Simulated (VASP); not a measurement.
Gd:

```xyz
1
Lattice="-2.0250 2.0250 2.0250 2.0250 -2.0250 2.0250 2.0250 2.0250 -2.0250" Properties=species:S:1:pos:R:3 pbc="T T T"
Gd    0.0000    0.0000    0.0000
```

This isn't the form of Gd at room conditions, which is hcp.

Base run:

```yaml
Program: VASP 6.6.1
Functional: BLYP
Potentials_or_basis: VASP PAW PBE potentials, release 64 (Gd)
Cutoff: 520 eV
k_mesh: 7 × 7 × 7
Occupations: fermi-dirac, width 0.05 eV
Spin: collinear spin, ferromagnetic start
Starting_moments: "[7.0] μB"
```

Its results: net moment 7.46 μB per cell.

Q: After a change of settings the same cell gave: net moment 7.67 μB per cell. Which change was it?
A. functional from BLYP to r2SCAN
B. functional from BLYP to LDA
C. functional from BLYP to RPBE

A: C.
